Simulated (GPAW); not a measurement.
**TePb: single point with PBE**

**Experimental background.**

From a printed reference work, monograph, for a bulk crystal of TePb at 4.2 K: band gap 0.19 eV (direct).

Crystal: TePb.

```
Pb Te
1.0
     0.00000    3.23100    3.23100
     3.23100    0.00000    3.23100
     3.23100    3.23100    0.00000
Pb Te
1 1
Direct
  0.00000 0.00000 0.00000
  0.50000 0.50000 0.50000
```

| Item | Value |
| --- | --- |
| Program | GPAW 26.7.0 |
| Task | single point |
| Functional | PBE |
| Potentials or basis | GPAW PAW data sets (gpaw-data 1.2.1) |
| Cutoff | 450 eV |
| Basis | pw |
| k mesh | 6 × 6 × 6 |
| Occupations | fermi-dirac, width 0.05 eV |
| Spin | no spin polarisation |

- Pressure: 1.4 GPa
- Band gap on the k mesh: 0.69 eV, direct

Levels at points of the mesh, in eV from the valence-band top:
```
           k point  band 8  band 9  band 10  band 11  band 12  band 13
(0.00, 0.00, 0.00)   -1.39   -1.39    -1.39     4.02     4.02     4.02
(0.50, 0.50, 0.00)   -4.54   -2.84    -2.84     3.27     5.42     5.42
(0.50, 0.50, 0.50)   -0.93   -0.93     0.00     0.69     1.22     1.22
```

It took 8.2 s on 1 thread of AMD EPYC 7B13 (Zen 3), with other jobs on the host, peak memory 0.15 GiB.

Against the measured gap of TePb, 0.19 eV (direct; 4.2 K; a printed reference work, monograph), the calculated 0.69 eV is off by +0.50 eV. Spin-orbit coupling on Pb, Te is left out. The value is that of PBE on a finite k mesh, which can miss the band edges, without temperature or zero-point motion.

Caveat: the cutoff is short for stress and forces, so pressures can be off by a GPa or more; spin-orbit coupling is left out, which as a rule narrows the gap of such compounds by several tenths of an eV.
